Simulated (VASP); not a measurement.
# AlN in VASP: how settings move the PBE single point

Aim: see what changed inputs do to the PBE single point of AlN in the rocksalt structure, under +0.5 % biaxial strain in x and y, free along z. This is a trial cell built on a prototype, not taken from a measured structure, and it needn't be the compound's ground state.

Code: VASP 6.6.1. PAW datasets, plane waves. The cell comes from a prototype generator: it can be a known phase or a hypothetical one. Spin polarisation is off.

### 1 The system as given

The cell comes from an earlier relaxation with r2SCAN in another program, then strained, with the atoms relaxed again.

Space group I4/mmm (No. 139), tetragonal; a = 2.869 Å, c = 4.022 Å in the conventional setting, 8.28 Å³ an atom. Near Al stand 6 N at 2.01–2.03 Å; near N stand 6 Al at 2.01–2.03 Å.

As a file:

```
CELL_PARAMETERS angstrom
0.00000 2.02896 2.01119
2.02896 0.00000 2.01119
2.02896 2.02896 0.00000
ATOMIC_POSITIONS crystal
Al 0.00000 0.00000 0.00000
N 0.50000 0.50000 0.50000
```

### 2 Baseline

INCAR

```
ENCUT = 520.000000
SIGMA = 0.020000
EDIFF = 1.00e-07
GGA = PE
PREC = Accurate
IBRION = -1
ISIF = 2
ISMEAR = -1
NBANDS = 11
NELM = 120
NSW = 0
LASPH = .TRUE.
LCHARG = .FALSE.
LWAVE = .FALSE.
LREAL = .FALSE.
```

KPOINTS

```
KPOINTS created by Atomic Simulation Environment
0
Gamma
10 10 10
0 0 0
```

POSCAR

```
Al N
 1.0000000000000000
     0.0000000000000000    2.0289627875999998    2.0111917083000002
     2.0289627875999998    0.0000000000000000    2.0111917083000002
     2.0289627875999998    2.0289627875999998    0.0000000000000000
 Al  N
   1   1
Cartesian
  0.0000000000000000  0.0000000000000000  0.0000000000000000
  2.0289627875999998  2.0289627875999998  2.0111917083000002
```

A file KPOINTS_OPT adds named points for the levels; it doesn't enter the self-consistent loop.

Potentials: the recommended PBE PAW datasets, 8 valence electrons.

Run with:

```bash
mpirun -np 1 vasp_std
```

### 3 Try 1

Changes to INCAR since step 2:

```diff
@@ -9,3 +9,2 @@
 NBANDS = 11
-NELM = 120
 NSW = 0
@@ -15 +14,3 @@
 LREAL = .FALSE.
+ISYM = -1
+NELM = 97
```

KPOINTS

```
KPOINTS created by Atomic Simulation Environment
0
Gamma
4 4 4
0 0 0
```

POSCAR is that of step 2.

### 4 Try 2

Changes to INCAR since step 2:

```diff
@@ -2,3 +2,2 @@
 SIGMA = 0.020000
-EDIFF = 1.00e-07
 GGA = PE
@@ -15 +14,2 @@
 LREAL = .FALSE.
+EDIFF = 1e-09
```

KPOINTS is that of step 2.

POSCAR is that of step 2.

What does the calculation give? Wanted: for each run, changed; ending; energy change; pressure; electronic steps; usable.

As calculated:

| run | changed | ending | energy change (meV/atom) | pressure (GPa) | gap on the mesh (eV; negative: overlap) | electronic steps | time | usable |
| --- | --- | --- | --- | --- | --- | --- | --- | --- |
| ref. | – | converged | 0 | 4.5 | 4.51 | 13 | 14 s | yes |
| 1 | ISYM = -1, NELM = 97, mesh 4×4×4 | converged | 41.5 | 4.6 | 4.46 | 13 | 10 s | no |
| 2 | EDIFF = 1e-09 | converged | 0.0 | 4.5 | 4.51 | 16 | 16 s | yes |

What this shows: Of 2 altered inputs, 1 ended normally on a faulty or unsound input, 1 gave usable results.
